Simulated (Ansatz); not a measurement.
Ti:

```xyz
1
Lattice="-1.6410 1.6410 1.6410 1.6410 -1.6410 1.6410 1.6410 1.6410 -1.6410" Properties=species:S:1:pos:R:3 pbc="T T T"
Ti    0.0000    0.0000    0.0000
```

This isn't the form of Ti at room conditions, which is hcp.

* Program: Ansatz 0.2.0
* Task: relaxation of cell and atoms
* Functional: PBEsol
* Dispersion: D3(BJ)
* Potentials or basis: Ansatz PAW
* Cutoff: 420 eV (not typed: the program's choice for these potentials)
* k mesh: 11 × 11 × 11
* Occupations: fermi-dirac, width 0.05 eV
* Spin: no spin polarisation

At the start: volume 17.68 Å³/atom.

Task: How do energy, volume and symmetry change on relaxing?

Result: It ends after 5 steps and the volume is 15.63 Å³/atom (-11.6 %); space group Im-3m (No. 229, to 0.05 Å).

The path:
| step | energy change (eV) | largest force (eV/Å) | volume (Å³) |
| --- | --- | --- | --- |
| 1 | 0.0000 | 0.0000 | 17.68 |
| 2 | -0.0811 | 0.0000 | 15.21 |
| 3 | -0.0853 | 0.0000 | 15.70 |
| 4 | -0.0855 | 0.0000 | 15.63 |
| 5 | -0.0852 | 0.0000 | 15.63 |

Final structure:
```
CELL_PARAMETERS angstrom
-1.57517 1.57517 1.57517
1.57517 -1.57517 1.57517
1.57517 1.57517 -1.57517
ATOMIC_POSITIONS crystal
Ti 0.00000 0.00000 0.00000
```

Caveat: the plane-wave basis is chosen anew once the cell has moved, so the energies of steps on either side of that aren't comparable; the volume moved by -12 % from the deposited cell, more than functionals usually miss; the PAW data sets come from PBE, with cores solved anew for the run's functional, which leaves a small shift of forces and pressure.
